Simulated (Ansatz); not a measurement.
Crystal: SiC (Moissanite).

```
CELL_PARAMETERS angstrom
3.07600 0.00000 0.00000
-1.53800 2.66389 0.00000
0.00000 0.00000 5.04800
ATOMIC_POSITIONS crystal
Si 0.66667 0.33333 0.50000
Si 0.33333 0.66667 0.00000
C 0.66667 0.33333 0.88500
C 0.33333 0.66667 0.38500
```

| Quantity | Value |
| --- | --- |
| Program | Ansatz 0.2.0 |
| Task | relaxation of cell and atoms |
| Functional | revPBE |
| Potentials or basis | Ansatz PAW |
| Cutoff | 420 eV (not typed: the program's choice for these potentials) |
| k mesh | 10 × 10 × 5 |
| Occupations | fermi-dirac, width 0.05 eV |
| Spin | no spin polarisation |

At the start: volume 10.34 Å³/atom.

Question: How do energy, volume and symmetry change on relaxing?

Answer: It ends after 8 steps and the volume is 10.62 Å³/atom (+2.7 %); space group P6_3mc (No. 186, to 0.05 Å).

The path:
| step | energy change (eV) | largest force (eV/Å) | volume (Å³) |
| --- | --- | --- | --- |
| 1 | 0.0000 | 0.7593 | 41.36 |
| 2 | -0.0356 | 0.4365 | 41.96 |
| 3 | -0.0536 | 0.0057 | 42.60 |
| 4 | -0.0546 | 0.0111 | 42.48 |
| 5 | -0.0547 | 0.0008 | 42.47 |
| 6 | -0.0566 | 0.0007 | 42.47 |
| 7 | -0.0566 | 0.0001 | 42.49 |
| 8 | -0.0567 | 0.0001 | 42.49 |

Final structure:
```
CELL_PARAMETERS angstrom
3.10362 0.00000 0.00000
-1.55181 2.68781 0.00000
0.00000 0.00000 5.09308
ATOMIC_POSITIONS crystal
Si 0.66667 0.33333 0.50457
Si 0.33333 0.66667 0.00457
C 0.66667 0.33333 0.88043
C 0.33333 0.66667 0.38043
```

Caveat: the plane-wave basis is chosen anew once the cell has moved, so the energies of steps on either side of that aren't comparable; the PAW data sets come from PBE, with cores solved anew for the run's functional, which leaves a small shift of forces and pressure.
